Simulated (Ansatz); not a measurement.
**Molecular dynamics of NaI**

Input file:

```yaml
crystal:
  lattice:
    - [0.0, 6.501687, 6.501687]
    - [6.501687, 0.0, 6.501687]
    - [6.501687, 6.501687, 0.0]
  atoms:
    - { symbol: Na, position: [-0.15785204, 0.1212567, 0.06303381] }
    - { symbol: I, position: [0.23138866, 0.33187081, 0.22813224] }
    - { symbol: Na, position: [-0.034504, -0.2101288, 0.59619879] }
    - { symbol: I, position: [0.21991867, 0.42482496, 0.69505857] }
    - { symbol: Na, position: [0.02615136, 0.54798848, -0.03605843] }
    - { symbol: I, position: [0.19300874, 0.94984213, 0.05871622] }
    - { symbol: Na, position: [-0.07818694, 0.41533033, 0.56994979] }
    - { symbol: I, position: [0.23254277, 0.82412045, 0.64649614] }
    - { symbol: Na, position: [0.51697062, -0.00219071, 0.05723963] }
    - { symbol: I, position: [0.71634272, 0.15014137, 0.39685696] }
    - { symbol: Na, position: [0.35590956, 0.06180061, 0.64608386] }
    - { symbol: I, position: [0.82438916, 0.11148173, 0.77099775] }
    - { symbol: Na, position: [0.46014661, 0.45795569, -0.15921933] }
    - { symbol: I, position: [0.72827156, 0.76646313, 0.38148131] }
    - { symbol: Na, position: [0.55103172, 0.53415377, 0.38287848] }
    - { symbol: I, position: [0.64410928, 0.59164235, 0.93357028] }
basis:
  ecutwfc: 420.0
kpoints:
  mp_grid: { grid: [1, 1, 1] }
hamiltonian:
  xc: pbe
scf:
  occupations: { method: fermi_dirac, width: 0.05 }
  lower_state_search: "off"
md:
  timestep: 2
  n_steps: 220
  ensemble: nvt_nose_hoover
  temperature: 1560.0
  initial_velocities: maxwell_boltzmann
  seed: 191640
  nose_hoover: { tau: 200.0, chain_length: 3 }
```

Launched with:

```bash
$ ansatz run input.yaml --threads 1 --pin off --max-ram 3072MiB --backend cpu --events-out ev --progress --plain --runs-dir out
```

It goes on from the last frame of an earlier run, with new velocities.

Output, in part (step lines):

```
md step     0: t =     0.00 fs  T =  1560.0 K  F+E_penalty+E_count = -72009.35323821 eV  E_kin = 3.024684 eV  conserved = -72006.32855423 eV  (9 SCF iters)
md step     1: t =     2.00 fs  T =  1547.0 K  F+E_penalty+E_count = -72009.32796941 eV  E_kin = 2.999410 eV  conserved = -72006.32856032 eV  (7 SCF iters)
md step     2: t =     4.00 fs  T =  1534.2 K  F+E_penalty+E_count = -72009.30325432 eV  E_kin = 2.974681 eV  conserved = -72006.32858002 eV  (7 SCF iters)
md step     3: t =     6.00 fs  T =  1521.6 K  F+E_penalty+E_count = -72009.27883925 eV  E_kin = 2.950246 eV  conserved = -72006.32861478 eV  (7 SCF iters)
md step     4: t =     8.00 fs  T =  1508.9 K  F+E_penalty+E_count = -72009.25429836 eV  E_kin = 2.925691 eV  conserved = -72006.32865891 eV  (7 SCF iters)
md step     5: t =    10.00 fs  T =  1495.9 K  F+E_penalty+E_count = -72009.22908230 eV  E_kin = 2.900477 eV  conserved = -72006.32870502 eV  (3 SCF iters)
md step     6: t =    12.00 fs  T =  1482.3 K  F+E_penalty+E_count = -72009.20257864 eV  E_kin = 2.874000 eV  conserved = -72006.32875031 eV  (4 SCF iters)
md step     7: t =    14.00 fs  T =  1467.7 K  F+E_penalty+E_count = -72009.17417707 eV  E_kin = 2.845656 eV  conserved = -72006.32879248 eV  (3 SCF iters)
[... lines left out ...]
md step   219: t =   438.00 fs  T =  1579.6 K  F+E_penalty+E_count = -72008.57208052 eV  E_kin = 3.062699 eV  conserved = -72006.32889345 eV  (3 SCF iters)
md step   220: t =   440.00 fs  T =  1614.7 K  F+E_penalty+E_count = -72008.62927956 eV  E_kin = 3.130712 eV  conserved = -72006.32881645 eV  (7 SCF iters)
```

The steps, from the saved trajectory:

```tsv
time (fs)	T (K)	potential energy less start (eV)	conserved less start (meV/atom)
0.0	1560	0.000	0.00
14.0	1468	0.179	-0.01
28.0	1327	0.455	-0.01
42.0	1199	0.708	0.03
56.0	1273	0.575	0.01
70.0	1439	0.269	-0.03
84.0	1470	0.229	-0.03
98.0	1381	0.425	0.02
112.0	1410	0.394	0.02
126.0	1600	0.055	-0.03
140.0	1709	-0.120	-0.03
154.0	1663	0.006	-0.03
168.0	1486	0.381	-0.03
182.0	1346	0.686	0.06
196.0	1644	0.147	-0.03
210.0	1949	-0.395	-0.06
224.0	1929	-0.305	-0.03
238.0	1751	0.084	0.04
252.0	1818	-0.005	0.04
266.0	2098	-0.505	-0.06
280.0	2121	-0.511	-0.06
294.0	1920	-0.093	0.05
308.0	1981	-0.193	-0.05
322.0	1925	-0.074	-0.06
336.0	1587	0.587	0.01
350.0	1312	1.123	-0.01
364.0	1155	1.435	0.05
378.0	1284	1.196	-0.05
392.0	1231	1.321	-0.06
406.0	978	1.838	0.08
420.0	1155	1.528	0.01
434.0	1502	0.910	-0.03
```

All steps were run. The conserved energy stayed within 0.085 meV per atom of its start (net change -0.016 meV per atom), so the integration is sound. A run of 0.44 ps of so small a system gives no equilibrium averages. Limits of this set-up: coarse k mesh.

Mean squared displacements from the first frame to the last, about the centre of mass: Na 2.38 Å², I 1.63 Å².

Last frame:

```xyz
16
Lattice="0.0000 6.5017 6.5017 6.5017 0.0000 6.5017 6.5017 6.5017 0.0000" Properties=species:S:1:pos:R:3
Na 2.897 -0.662 -0.752
I 4.181 1.989 3.821
Na 0.615 3.066 -1.486
I 5.422 5.462 4.198
Na 4.424 -1.211 4.320
I 6.383 0.549 7.422
Na 7.416 4.075 1.790
I 9.310 6.191 6.992
Na 1.902 3.161 2.439
I 3.463 8.601 6.319
Na 3.299 7.431 3.223
I 7.085 10.747 5.072
Na 2.323 2.255 5.904
I 7.223 7.521 9.157
Na 6.176 6.620 6.574
I 10.149 10.261 8.856
```

The run took 14 min on 1 thread of Arm Neoverse V1, on a shared host, peak memory 0.61 GiB.
